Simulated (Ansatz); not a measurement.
Runs of Ansatz 0.2.0 on Eu. It takes space group Im-3m (No. 229, cubic). The conventional cell has a = 4.606 Å, b = 4.606 Å, c = 4.606 Å, α = 90.00°, β = 90.00°, γ = 90.00°. Eu (site symmetry m-3m) has 8 Eu at 3.99 Å as nearest neighbours. 

| cell | target pressure (GPa) | gap on the mesh (eV) | pressure (GPa) | moment (μB) |
| --- | --- | --- | --- | --- |
| relaxed to 30 GPa | 30 | none | 30.0 | 7.56 |
| relaxed to 20 GPa | 20 | none | 20.0 | 7.53 |
| relaxed | 0 | none | 0.0 | 7.82 |
| relaxed to 10 GPa | 10 | none | 10.0 | (a) |
| relaxed to 5 GPa | 5 | none | 5.0 | (b) |

Alike in all rows: task relaxation of cell and atoms; level r2SCAN; potentials or basis Ansatz PAW; spin collinear, ferromagnetic start; k mesh 8 × 8 × 8; cutoff (eV) 500; smearing fermi-dirac 0.05 eV.

Q: Estimate the missing entries.

A: (a) 7.91; (b) 7.85.

Caveats: the magnetic or orbital state may not be the lowest; the plane-wave basis is chosen anew once the cell has moved, so the energies of steps on either side of that aren't comparable; spin-orbit coupling is left out, which moves the levels of the heavy elements; the PAW data sets come from PBE, with cores solved anew for the run's functional, which leaves a small shift of forces and pressure.

A k mesh can miss the band edges, and the runs leave out spin-orbit coupling on Eu.

A gap of «none» marks a metal or a gap under the smearing width.

Runs at the PBE level aren't shown here.
